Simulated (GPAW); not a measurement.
**Sn: single point with PBE**

Crystal: Sn.

```
Sn
1.0
     0.00000    3.23334    3.23334
     3.23334    0.00000    3.23334
     3.23334    3.23334    0.00000
Sn
2
Direct
  0.75000 0.75000 0.75000
  0.50000 0.50000 0.50000
```

This isn't the form of Sn at room conditions, which is tetragonal (white tin).

```
Program             : GPAW 26.7.0
Task                : single point
Functional          : PBE
Potentials or basis : GPAW PAW data sets (gpaw-data 1.2.1)
Cutoff              : 450 eV
Basis               : pw
k mesh              : 6 × 6 × 6
Occupations         : fermi-dirac, width 0.05 eV
Spin                : no spin polarisation
Maxiter             : 120
Convergence         : default
```

| Quantity | Value |
| --- | --- |
| Pressure | 2.2 GPa |
| Band gap on the k mesh | none (metal or under the smearing width) |

Levels at points of the mesh, in eV from the Fermi level:
```tsv
k point	band 10	band 11	band 12	band 13	band 14	band 15	band 16	band 17	band 18	band 19
(0.00, 0.00, 0.00)	-21.30	-10.65	-0.54	0.08	0.08	0.08	2.16	2.16	2.16	5.05
(0.50, 0.50, 0.00)	-21.22	-7.53	-7.52	-2.50	-2.50	0.82	0.82	7.79	7.79	9.41
(0.50, 0.50, 0.50)	-21.25	-9.01	-6.32	-1.14	-1.14	0.03	3.24	3.24	5.66	8.58
```

It took 12 s on 1 thread of Arm Neoverse V1, on a shared host, peak memory 0.15 GiB.

Caveat: the cutoff is short for stress and forces, so pressures can be off by a GPa or more.
